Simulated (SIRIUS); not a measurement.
Runs of SIRIUS 7.10.0 on BaTiO3. The typed cell holds 5 atoms: a = 4.007 Å, b = 4.007 Å, c = 4.007 Å, α = 90.00°, β = 90.00°, γ = 90.00°. 

```tsv
potentials or basis	cutoff (eV)	radial cutoff for the potentials' integrals	gap on the mesh (eV)	pressure (GPa)	largest force (eV/Å)
SSSP 1.3.0 PBE efficiency	828	-	3.05	12.3	4.36
in-house norm-conserving set, PBE (scalar relativistic)	1254	6.5 bohr	3.06	11.8	4.35
SPMS 1.0 PBE (norm-conserving)	1152	6.5 bohr	(a)	11.6	4.38
SG15 1.2 PBE (norm-conserving)	1152	6.5 bohr	(c)	11.8	(b)
PseudoDojo 0.4.1 PBE standard (scalar relativistic)	1152	6.5 bohr	3.06	12.3	4.37
```

Alike in all rows: task single point; level PBE; no spin polarisation; cell all atoms moved at random; k mesh 3 × 3 × 3; smearing fermi-dirac 0.05 eV; the mesh is coarse, so values aren't converged.

Task: Fill in the values left out.

Result: (a) 3.07; (b) 4.40; (c) 3.08.

Caveats: all runs use coarse meshes; spin-orbit coupling is left out, which moves the levels of the heavy elements; an odd mesh through Γ misses points on the zone boundary, where band edges often lie; forces of over 1 eV/Å show positions far from the minimum, so gaps and moduli don't describe the material at rest; this release of the barium file is off (some runs).

A k mesh can miss the band edges, and the runs leave out spin-orbit coupling on Ba.
